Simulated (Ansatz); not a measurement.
P: energy along a strain

P, Pm-3m, a = 2.407 Å. This isn't the element's structure at ambient conditions. Ansatz: PBE+D3(BJ), PAW, 420 eV, Γ-centred 24×24×24 mesh on 1 atom, Gaussian smearing 0.15 eV; no spin polarisation. Cell vectors (Å): 2.407 0.000 0.000; 0.000 2.407 0.000; 0.000 0.000 2.407. The cell is strained by x per cent times the pattern (0 0 0 0 0 1) in the order xx yy zz yz xz xy (engineering shears), with fractional coordinates held. y is the free energy over the start, V0 = 13.950 Å³/atom. Symmetry makes y even in x. Points with a strain past 8.5 % were computed too (4) and aren't used here.

```
x (%) y (meV/atom)
-7.50         16.50
 0.00          0.00
 1.87             ?
 3.75          3.80
 5.62          8.95
```

Question: Fit y = c2 x² + c4 x⁴ to the other rows, get the stiffness along the pattern, and predict the missing energy.

Answer: Least squares on the rows shown. y = 0.26748 x² + 0.00046255 x⁴. The clamped-ion stiffness p·C·p = 2 × 2.675 eV × 160.2 / 13.950 Å³ = 61 GPa, which is C66 in these axes (C44 of the cubic crystal). At x = 1.87 the fit asked for gives 0.94 meV/atom. The run gave 0.92 meV/atom, so the fit is 0.02 meV/atom too high, within the rms miss on the fitted rows (0.04 meV/atom).

Cost: 9 runs of about 1.7 core-minutes in all, on Intel Xeon Platinum 8488C (Sapphire Rapids) (shared hosts).